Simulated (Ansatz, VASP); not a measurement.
## One calculation of P, two programs

```
P
1.0
     3.44142    0.00000    0.00000
     0.00000    7.44417    0.00000
     0.00000    0.00000    3.60737
P
6
Direct
  0.25000 0.00000 0.79150
  0.75000 0.00000 0.20850
  0.75000 0.67015 0.28520
  0.25000 0.32985 0.71480
  0.25000 0.67015 0.71480
  0.75000 0.32985 0.28520
```

Change from the starting cell: the structure that the rattled cell fell into.

Alike in both runs: functional PBE; k mesh 6 × 2 × 6; occupations gaussian, width 0.1 eV; no spin polarisation.

Ansatz relaxed the structure, and its values are those at the end. VASP's run is a single point on that final structure, the one shown.

|  | VASP | Ansatz |
| --- | --- | --- |
| version | VASP 6.6.1 | Ansatz 0.2.0 |
| potentials or method | VASP PAW PBE potentials, release 64 (P) | scalar-relativistic, plane waves, PAW |
| plane-wave cutoff (eV) | 520 | 420 |
| valence electrons in the cell | 30 | 30 |

Ansatz gave:

```
gap on the k mesh at the Fermi level (eV) : none
pressure (GPa)                            : 0.0
rms of the force components (eV/Å)        : 0.020
```

Which values does VASP return?

gap on the k mesh at the Fermi level (eV): none; pressure (GPa): -0.2; rms of the force components (eV/Å): 0.006.

A gap of «none» marks a metal or a gap that the smearing closes.

Caveats: the k mesh is coarse (spacing up to 0.42 Å⁻¹), so the values aren't converged.
